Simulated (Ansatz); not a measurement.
Bi2Te3 in the tetradymite structure was relaxed with 3 functionals in Ansatz 0.2.0, cell and atoms free, the symmetry of the start kept (meshes: PBE-D3(BJ) 6×6×6, r2SCAN+rVV10 6×6×6, PBE-D4 6×6×6). Spin-unpolarised throughout.

The PBE-D3(BJ) result:
```cif
data_structure
_symmetry_space_group_name_H-M 'R-3m:H'
_symmetry_Int_Tables_number 166
_cell_length_a 4.3877
_cell_length_b 4.3877
_cell_length_c 30.2775
_cell_angle_alpha 90.000
_cell_angle_beta 90.000
_cell_angle_gamma 120.000
_cell_volume 504.82
loop_
_atom_site_label
_atom_site_type_symbol
_atom_site_symmetry_multiplicity
_atom_site_Wyckoff_symbol
_atom_site_fract_x
_atom_site_fract_y
_atom_site_fract_z
_atom_site_occupancy
Bi1 Bi 6 c 0.33333 0.66667 0.06679 1
Te1 Te 6 c 0.00000 0.00000 0.20932 1
Te2 Te 3 a 0.00000 0.00000 0.00000 1
```

It is trigonal, R-3m (No. 166); conventional cell a = 4.388 Å, c = 30.278 Å, 33.65 Å³ an atom. Bi is surrounded by 6 Te at 3.07–3.24 Å; Te is surrounded by 3 Bi at 3.07 Å; Te is surrounded by 6 Bi at 3.24 Å.

Q: What lattice does PBE-D4 give?

A: a = 4.384 Å, c = 30.284 Å; the volume differs by -0.2 % from PBE-D3(BJ)'s. Bi has 6 Te at 3.07–3.24 Å; Te has 3 Bi at 3.07 Å; Te has 6 Bi at 3.24 Å.

Q: How does the cell change with r2SCAN+rVV10?

A: a = 4.391 Å, c = 31.361 Å; the volume differs by +3.8 % from PBE-D3(BJ)'s. Around Bi lie 6 Te at 3.06–3.25 Å; around Te lie 3 Bi at 3.06 Å; around Te lie 6 Bi at 3.25 Å.

Q: How do the relaxed cells compare with measured ones?

A:
Calculation and measurement side by side:
- Lattice constant a, measured 4.3866 Å: PBE-D3(BJ) 4.388 (0.0 %), r2SCAN+rVV10 4.391 (+0.1 %), PBE-D4 4.384 (-0.1 %). Source: 4.3866 ± 0.0002 Å (a, hexagonal setting; 300 K; powder XRD, Rietveld refinement; powder; “Unusual non saturating Giant Magneto-resistance in single crystalline Bi2Te3 topological insulator”, 2016, arxiv:1611.02859).
- Lattice constant c, measured 30.4978 Å: PBE-D3(BJ) 30.278 (-0.7 %), r2SCAN+rVV10 31.361 (+2.8 %), PBE-D4 30.284 (-0.7 %). Source: 30.4978 ± 0.0013 Å (c, hexagonal setting; 300 K; powder XRD, Rietveld refinement; powder; “Unusual non saturating Giant Magneto-resistance in single crystalline Bi2Te3 topological insulator”, 2016, arxiv:1611.02859).
The calculated lattice is static; the measured one holds thermal expansion and zero-point motion. Reports marked as nanostructured, strained, doped, implanted or mixed samples, and transport gaps, were set aside.

Spin-orbit coupling is left out, which matters wherever the heavy atoms make up the band edges.
